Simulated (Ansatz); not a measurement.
The system is Co.

```
Co
1.0
     2.47200    0.00000    0.00000
    -1.23600    2.14081    0.00000
     0.00000    0.00000    4.02114
Co
2
Direct
  0.66667 0.33333 0.75000
  0.33333 0.66667 0.25000
```

A run of Ansatz 0.2.0 on this cell left the log below. Logs are shortened: lines on timing, memory, paths and dates and some standing lists are left out, and cuts for length are marked.

```text
Warning: RAYON_NUM_THREADS=2 ignored (pool sized by the plan → 2); use --threads N
The last accepted step is kept in <dir> (removed where the run ends without a failure and the disk answers)
LAPW: plane waves up to 9.423 Å⁻¹, error target 1.0e-3 eV per atom; small_component_spin mean_spin; Co in spheres of 1.196 Å, 17 of its electrons in bands, Dirac shells [] (how accurate: hamiltonian.pseudopotentials.lapw.basis_error, Limitations)
Engine: ansatz 0.2.0, aarch64-unknown-linux-gnu
Pseudopotentials: kind: all_electron
Pseudopotential: Co, LAPW, valence charge 17, lapw/all_electron/scalar/gaussian/Co, Koelling and Harmon's equation, gaussian nucleus
Functional definition: SPW92
  exchange = slater_x
  correlation = pw_c
Crystal: 2 atoms, lattice volume = 21.280 Å³
Basis set: ecut = 338.2992629167459 eV, 313 PW (Γ), exchange–correlation at level 2
Bands: 23, of which v1, the nominal top of the filled ones, is band 17 counted from 1 (16 counted from 0)
Symmetry: 24 space group operations
Space group: P63/mmc (ITA 194), of the structure as read, at distance tolerance 2.8e-5 Å
Magnetic group: BNS 194.263 (UNI 1493), of the structure as read, at distance tolerance 2.8e-5 Å
k-points: 76 of 1008
Non-local potential: Co, projectors of the file, none
Initial density: superposition of atomic densities (chi_scale 0.1, normalization cell)
Starting moments: Σ|m| = 4 μB on 2 of 2 sites
Initial wavefunctions: plane waves of lowest kinetic energy (no species holds an atomic orbital)
Functional: x = slater, c = lda
iter 1 solved again at ethr=3.19e-5 eV; its pass at ethr=1.00e-1 eV (dr2=1.08e-2 eV) is discarded
SCF iter   1: F=—  HF=-75708.405740 eV  |F-HF|=—  |Δ(HF+E_count)|=         —  Δρ=1.81e-2 (↑1.80e-2 ↓1.81e-2)  dr2=1.09e-2  dr2_m=5.93e-2  M=3.264 μB ∫|m|=3.371 μB  β_m=0.30  ethr=3.19e-5  ⟨swp⟩=3.3  Hψ=26925  notcnv=0
Mixer restart at iter 1: flushing history
preconditioner: auto → none  [metal: Δε(μ)=0.024 eV  Ē_g=9.770 eV  σ=0.050 eV  W_gap=0.12  n_scr=8 (ndim 8)  ℏωp=34.2 eV  f_vac=0.000  D(μ)=1.91/eV (n_scr^D=22)  sad-step TF]
SCF iter   2: F=—  HF=-75708.477548 eV  |F-HF|=—  |Δ(HF+E_count)|=         —  Δρ=1.54e-2 (↑1.52e-2 ↓1.54e-2)  dr2=6.76e-3  dr2_m=4.36e-2  M=3.156 μB ∫|m|=3.278 μB  β_m=0.30  ethr=3.19e-5  ⟨swp⟩=2.4  Hψ=9786  notcnv=0
Mixer restart at iter 2: flushing history
SCF iter   3: F=—  HF=-75708.501530 eV  |F-HF|=—  |Δ(HF+E_count)|=   2.40e-2  Δρ=1.12e-2 (↑1.11e-2 ↓1.12e-2)  dr2=2.91e-3  dr2_m=2.32e-2  M=3.136 μB ∫|m|=3.279 μB  β_m=0.65  ethr=1.99e-5  ⟨swp⟩=2.0  Hψ=9697  notcnv=0
[... 71 lines left out ...]
basis re-selected at this cell: Δ(F+E_penalty+E_count) = +6.944e-7 eV, ΔP = +0.001 GPa vs the last step (what re-selecting the basis moved, after the strain that the cell walked since its last selection, with what the two solves' SCF thresholds leave and, on support functions, any second-order correction that the steps lacked; it is no measure of the basis error at this ecutwfc). The dense FFT grid was sized anew with the basis: this SCF ran on 16×16×24 points, the steps before it on 16×16×30, so part of this shift can come from that change (see relax.cell in the input reference). This SCF's stress stands 2.71e-3 GPa from its target on what of the cell is left free (relax.cell.stress_tol is 5.00e-2 GPa) and its largest allowed force component is 4.39e-17 eV/Å (relax.f_tol is 5.00e-3 eV/Å): within both
SCF converged after 3 iterations
Magnetization: 2.9832 μB (18.4916 up, 15.5084 down)
Absolute magnetization: 3.1738 μB (∫|ρ↑−ρ↓|)
Spin contamination: 0.0299 ħ² per cell (⟨S²⟩ above its minimum at these occupations)
Per-site moments (μB) at R_I (Å): [(1.5321912704925964, 1.1708998355032783), (1.5321912704925964, 1.1708998355032783)]
Free energy (F): -75708.600360 eV
Harris-Foulkes:  -75708.600360 eV  (|F-HF|=8.00e-10)
Internal energy: -75708.587706 eV  (E = F + TS)
E sigma→0 (E₀):  -75708.594033 eV
Entropy (-TS):   -0.012655 eV (-6.327 meV/atom)
Fermi energy:    20.571135 eV
--- Per-component energies (eV) ---
  E_band       = -417.957849
  E_kinetic    = 76801.507644
  E_xc         = -3121.820492
  E_electrostatic = -149388.274858  (all electrons and nuclei)
  E_smearing   = -0.012655  (= −TS)
  E_closure    = 0.000000  (closes the sum)
  E_atoms      = -75689.688605  (free atoms, spherical and without spin; not in F)
  Σ components = -75708.600360   (vs F -75708.600360, Δ=0.00e0)
  Basis errors (estimates in eV, not in F): energy 2.4e-4 per atom: plane waves 2.3e-4 (1.2e-4 summed), levels above the bands 8.9e-94, relativity 6.2e-9, radial functions 5.1e-6, core shells 5.9e-9; eigenvalues (radial functions only) 6.1e-7; not estimated: angular momenta, meshes, grids; target (lapw.basis_error) 1.0e-3; muffin-tin radii Co 1.171 Å
--- Forces (eV/Å), atoms counted from 1 ---
  atom   1  Co     0.00000000    -0.00000000     0.00000000
  atom   2  Co     0.00000000     0.00000000     0.00000000
  max |Σ_I F_I| component: 1.39e-17 eV/Å
--- Stress (GPa, compression-positive) ---
        0.000139       0.000000       0.000000
        0.000000       0.000139       0.000000
        0.000000       0.000000      -0.002713
  P = ⅓ Tr σ = -0.0008 GPa (-0.008 kbar)
--- Relaxed structure (5 steps of the walk, 5 accepted, 1 SCFs on fresh bases) ---
  F+E_penalty+E_count = -75708.60036030 eV   max|allowed force component| = 4.395e-17 eV/Å   (the final SCF, on the basis selected at the relaxed cell)
  cell:  # Å, volume = 19.9769 Å³
    - [2.4270134004841295, 0.0, 0.0]
    - [-1.2135067002420648, 2.1018552601445117, 0.0]
    - [0.0, 0.0, 3.9160919872944984]
  atoms:
    - { symbol: Co, position: [0.6666666666666667, 0.33333333333333337, 0.75] }
    - { symbol: Co, position: [0.33333333333333337, 0.6666666666666667, 0.25] }
```

Q: What input gives this log?

A: Relaxation of cell and atoms with LDA, collinear spin, ferromagnetic start. The files as run (others can give the same):

input.yaml
```yaml
crystal:
  lattice:
    - [2.4719999032, 0.0, 0.0]
    - [-1.2359999516, 2.1408147143, 0.0]
    - [0.0, 0.0, 4.02114408]
  atoms:
    - { symbol: Co, position: [0.6666666667, 0.3333333333, 0.75], spin: 2.0 }
    - { symbol: Co, position: [0.3333333333, 0.6666666667, 0.25], spin: 2.0 }
kpoints:
  mp_grid: { grid: [12, 12, 7] }
scf:
  occupations: { method: fermi_dirac, width: 0.05 }
hamiltonian:
  xc: lda
  pseudopotentials: { kind: all_electron, lapw: { basis_error: 0.001 } }
magnetization:
  spin_polarized: true
output:
  forces: true
  stress: true
relax:
  f_tol: 0.005
  max_steps: 60
  cell: {}
```

Potentials or basis: all-electron LAPW, scalar-relativistic.
Run with:
```console
$ ansatz run input.yaml --threads 2 --pin off --max-ram 6144MiB --backend cpu --events-out ev --progress --plain --runs-dir out
```
